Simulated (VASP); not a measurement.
Set up this calculation in VASP 6.6.1, as the native input.

```yaml
Task: single point
Functional: PBE
Potentials_or_basis: VASP PAW PBE potentials, release 64 (Si)
Cutoff: 520 eV
k_mesh: 4 × 4 × 4
Occupations: fermi-dirac, width 0.02 eV
Spin: no spin polarisation
Dipole_correction: no
Further_INCAR_settings: ALGO = Normal; EDIFF = 1e-07; NBANDS = 11
```

The structure of Si lies in POSCAR:

```
Si
1.0
    0.0000000000      2.7218511865      2.7218511865
    2.7218511865      0.0000000000      2.7218511865
    2.7218511865      2.7218511865      0.0000000000
Si
2
Direct
    0.5000000000      0.5000000000      0.5000000000
    0.7500000000      0.7500000000      0.7500000000
```

One way to write it, as run:

INCAR

```
SYSTEM = Si
PREC = Accurate
ENCUT = 520
EDIFF = 1E-7
ISMEAR = -1
SIGMA = 0.02
LREAL = .FALSE.
LASPH = .TRUE.
NELM = 100
ALGO = Normal
ISIF = 2
LWAVE = .FALSE.
LCHARG = .FALSE.
GGA = PE
NBANDS = 11
```

KPOINTS

```
regular mesh
0
G
  4 4 4
  0 0 0
```

Potentials or basis: VASP PAW PBE potentials, release 64 (Si).

The run is started by

```console
$ cat potpaw_PBE.64/Si/POTCAR > POTCAR
$ mpirun -np 1 vasp_std > vasp.out
```

It gave:

```yaml
Pressure: 1.9 GPa
Band_gap_on_the_k_mesh: 0.71 eV, indirect (least direct gap 2.54 eV)
```

Caveat: the k mesh is coarse (spacing up to 0.50 Å⁻¹), so the values aren't converged.

Run time: 2.7 s on 1 thread of Intel(R) Xeon(R) 6975P-C (Granite Rapids), on a shared host, peak memory 0.15 GiB.
